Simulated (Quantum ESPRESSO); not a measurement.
Si2W:

```xyz
9
Lattice="4.6169 0.0000 0.0000 -2.3084 3.9983 0.0000 0.0000 0.0000 6.6532" Properties=species:S:1:pos:R:3 pbc="T T T"
W     2.3084    0.0000    3.3266
W     1.1542    1.9992    5.5444
W    -1.1542    1.9992    1.1089
Si    1.1332    0.6542    1.1089
Si    3.4837    0.6542    5.5444
Si    0.0000    1.3085    3.3266
Si    1.1753    3.3441    1.1089
Si   -1.1753    3.3441    5.5444
Si    2.3084    2.6899    3.3266
```

Measurements of this composition are mostly on another form, of space group No. 139.

| Property | Result |
| --- | --- |
| Program | Quantum ESPRESSO 7.5 |
| Task | single point |
| Functional | PBE |
| Potentials or basis | SSSP 1.3 efficiency PBE |
| Cutoff | 748 eV |
| Density cutoff | 5987 eV |
| k mesh | 7 × 7 × 4 |
| Occupations | fermi-dirac, width 0.05 eV |
| Spin | no spin polarisation |

On this cell: pressure -0.3 GPa; largest force under 0.003 eV/Å; band gap on the k mesh 0.23 eV, indirect (least direct gap 0.68 eV).

The same run follows on a disturbed copy (atoms moved at random, drawn with an rms of 0.05 Å):

```
W Si
1.0
     4.61685    0.00000    0.00000
    -2.30843    3.99831    0.00000
     0.00000    0.00000    6.65322
W Si
3 6
Direct
  0.50894 0.00409 0.50642
  0.49532 0.49001 0.82795
  0.99576 0.49914 0.16992
  0.31430 0.15954 0.16624
  0.84142 0.17229 0.83279
  0.15964 0.31534 0.49834
  0.67510 0.84023 0.16179
  0.16749 0.84191 0.82758
  0.83574 0.67671 0.50318
```

Question: What does the disturbed cell give?

Answer: The energy moves by +15.7 meV/atom; pressure 0.2 GPa; largest force 1.362 eV/Å; band gap on the k mesh 0.05 eV, indirect (least direct gap 0.57 eV).

Forces in eV/Å, atoms in the order of the input:
```
W   -0.517 -0.478 -1.166
W   -0.064  0.874  0.927
W    0.186  0.171 -0.343
Si   0.655  0.160  0.077
Si  -0.005 -0.228  0.037
Si  -0.046  0.525  0.089
Si  -0.387 -0.324  0.217
Si  -0.044 -0.434  0.503
Si   0.223 -0.265 -0.340
```

Stress tensor (GPa, compression positive):
```
 0.29  0.17 -0.51
 0.17  0.49  0.24
-0.51  0.24 -0.32
```

Caveats: spin-orbit coupling is left out, which moves the levels of the heavy elements; an odd mesh through Γ misses points on the zone boundary, where band edges often lie.
